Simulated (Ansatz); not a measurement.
Bi2Se3 (Paraguanajuatite):

```
Bi Se
1.0
     2.07150    1.19598    9.54533
    -2.07150    1.19598    9.54533
     0.00000   -2.39196    9.54533
Bi Se
2 3
Direct
  0.59920 0.59920 0.59920
  0.40080 0.40080 0.40080
  0.78830 0.78830 0.78830
  0.21170 0.21170 0.21170
  0.00000 0.00000 0.00000
```

Base run:

```yaml
Program: Ansatz 0.2.0
Functional: BLYP
Potentials_or_basis: Ansatz PAW
Cutoff: "420 eV (not typed: the program's choice for these potentials)"
k_mesh: 8 × 8 × 8
Occupations: fermi-dirac, width 0.05 eV
Spin: no spin polarisation
```

Its results: band gap on the k mesh 0.27 eV, direct; pressure 6.3 GPa; largest force 0.305 eV/Å.

After a change of settings the same cell gave: band gap on the k mesh 0.27 eV, direct; pressure 3.8 GPa; largest force 0.161 eV/Å. Which change was it?
A. functional from BLYP to LDA
B. functional from BLYP to revPBE
C. functional from BLYP to PBEsol
D. functional from BLYP to r2SCAN; cutoff from 420 eV (not typed: the program's choice for these potentials) to 500 eV (not typed: the program's choice for these potentials)

B.

Caveats: spin-orbit coupling is left out, which as a rule narrows the gap of such compounds by several tenths of an eV; the PAW data sets come from PBE, with cores solved anew for the run's functional, which leaves a small shift of forces and pressure; the density of states is complete only up to the lowest level of the last band computed.

Runs at the PBE level aren't shown here.
